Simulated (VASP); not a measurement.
Wanted: the native input for a VASP 6.6.1 run.

| Quantity | Value |
| --- | --- |
| Task | single point |
| Functional | PBE |
| Potentials or basis | VASP PAW PBE potentials, release 64 (Mn_pv, O) |
| Cutoff | 520 eV |
| k mesh | 9 × 9 × 5 |
| Occupations | fermi-dirac, width 0.05 eV |
| Spin | collinear spin, ferromagnetic start |
| Starting moments | [4.0, 4.0, 0.0, 0.0] μB |
| Further INCAR settings | ALGO = Normal; EDIFF = 1e-07; NBANDS = 31 |

The structure of MnO lies in POSCAR:

```
MnO
1.0
    3.3717000000      0.0000000000      0.0000000000
   -1.6858500000      2.9199778539      0.0000000000
    0.0000000000      0.0000000000      5.3855000000
Mn O
2 2
Direct
    0.6666666667      0.3333333333      0.5109600000
    0.3333333333      0.6666666667      0.0109600000
    0.6666666667      0.3333333333      0.8754700000
    0.3333333333      0.6666666667      0.3754700000
```

Measurements of this composition are mostly on another form, of space group No. 225.

One way to write it, as run:

INCAR

```
PREC = Accurate ; ENCUT = 520
EDIFF = 1E-7 ; ISMEAR = -1
SIGMA = 0.05 ; LREAL = False
LASPH = True ; NELM = 150
ALGO = Normal ; ISIF = 2
LWAVE = False ; LCHARG = False
ISPIN = 2 ; MAGMOM = 4 4 0 0
LORBIT = 11 ; LMAXMIX = 4
GGA = PE ; NBANDS = 31
```

KPOINTS

```
regular mesh
0
Gamma
  9 9 5
```

Potentials or basis: VASP PAW PBE potentials, release 64 (Mn_pv, O).

Launch:

```bash
$ cat potpaw_PBE.64/Mn_pv/POTCAR potpaw_PBE.64/O/POTCAR > POTCAR
$ mpirun -np 1 vasp_std > vasp.out
```

Results of the run:

```
Pressure                                              : 6.5 GPa
Largest force                                         : 0.663 eV/Å
Band gap on the k mesh                                : none (metal or under the smearing width)
Net moment                                            : 9.99 μB per cell
Site moments                                          : Mn +4.41; O +0.20 μB
Valence electrons inside the program's atomic spheres : Mn 11.43; O 5.02
```

Caveat: semilocal functionals often make such compounds metallic where correlation or magnetic order opens a gap, which also shifts bond lengths; only a ferromagnetic start was run, and an antiferromagnetic order may lie lower in energy.

Run time: 110 s on 1 thread of Intel(R) Xeon(R) Platinum 8488C (Sapphire Rapids), with other jobs on the host, peak memory 0.24 GiB.
